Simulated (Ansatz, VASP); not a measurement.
## Two plane-wave programs on Hf2O

```
Hf O
1.0
     3.12786    0.00000    0.00000
    -1.56393    2.70881    0.00000
     0.00000    0.00000   10.77787
Hf O
4 2
Cartesian
  1.5639 0.9029 9.5814
  0.0000 1.8059 4.1925
  1.5639 0.9029 6.5854
  0.0000 1.8059 1.1964
  0.0000 0.0000 8.0834
  0.0000 0.0000 2.6945
```

Alike in both runs: functional PBEsol; k mesh 12 × 12 × 4; occupations gaussian, width 0.1 eV; no spin polarisation.

Ansatz relaxed the structure, and its values are those at the end. VASP's run is a single point on that final structure, the one shown.

```csv
,VASP,Ansatz
version,VASP 6.6.1,Ansatz 0.2.0
potentials or method,"VASP PAW PBE potentials, release 64 (Hf_pv, O)","scalar-relativistic, plane waves, PAW"
plane-wave cutoff (eV),520,420
valence electrons in the cell,52,116
```

|  | VASP | Ansatz | Ansatz less VASP |
| --- | --- | --- | --- |
| gap on the k mesh at the Fermi level (eV) | none | none | - |
| pressure (GPa) | -1.3 | 0.0 | +1.32 |
| rms of the force components (eV/Å) | 0.026 | 0.002 | -0.0237 |

A gap of «none» marks a metal or a gap that the smearing closes. With one functional, cell and mesh, what is left measures potentials, basis and numerics. The two sets of potentials don't hold the same shells in valence.

Caveats: the PAW data sets were made with another functional, which shifts forces and pressure a little (VASP). Spin-orbit coupling is left out, which matters for the levels of Hf.
